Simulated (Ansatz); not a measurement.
**How far PBE and PBEsol part for LiI, Li on a I site (antisite)**

The parent structure is a 16-atom supercell of LiI in the rock salt structure (space group Fm-3m, No. 225; a = 6.019 Å) at its relaxed geometry.

(Cell as relaxed with PBE.)

Levels (all Ansatz, a quantum-chemistry and plane-wave program, PAW): PBE (420 eV, scalar-relativistic without spin-orbit coupling); PBEsol (420 eV, no spin-orbit coupling).

Each level relaxes its own structure.

Modification: one I atom is replaced by Li, atoms relaxed at fixed cell, starting from a slightly rattled geometry.

```json
[
 {"quantity": "largest displacement of a host atom from its site in the perfect cell", "PBE": "1.08 Å", "PBEsol": "…"},
 {"quantity": "shift of the substituted atom off its lattice site", "PBE": "1.84 Å", "PBEsol": "…"},
 {"quantity": "pressure", "PBE": "0.2 GPa", "PBEsol": "…"}
]
```

Task: Predict the PBEsol column.

Result: 
- largest displacement of a host atom from its site in the perfect cell, PBEsol: 0.85 Å
- shift of the substituted atom off its lattice site, PBEsol: 1.69 Å
- pressure, PBEsol: -0.1 GPa

PBE's largest displacement of a host atom from its site in the perfect cell lies 0.23 Å above PBEsol's; PBE's shift of the substituted atom off its lattice site lies 0.15 Å above PBEsol's; PBE's pressure lies 0.25 GPa above PBEsol's. Neither level is exact; PBEsol is the comparison here, not a measurement.

The magnetic state is the one reached from the starting moments; the real material's order can differ, and small cells can't hold many antiferromagnetic ones. In so small a cell the defect repeats every few ångströms: this is an ordered compound, not a dilute defect. Starting moments died away, wholly or in part, for Li on a I site (antisite); another magnetic solution may exist.
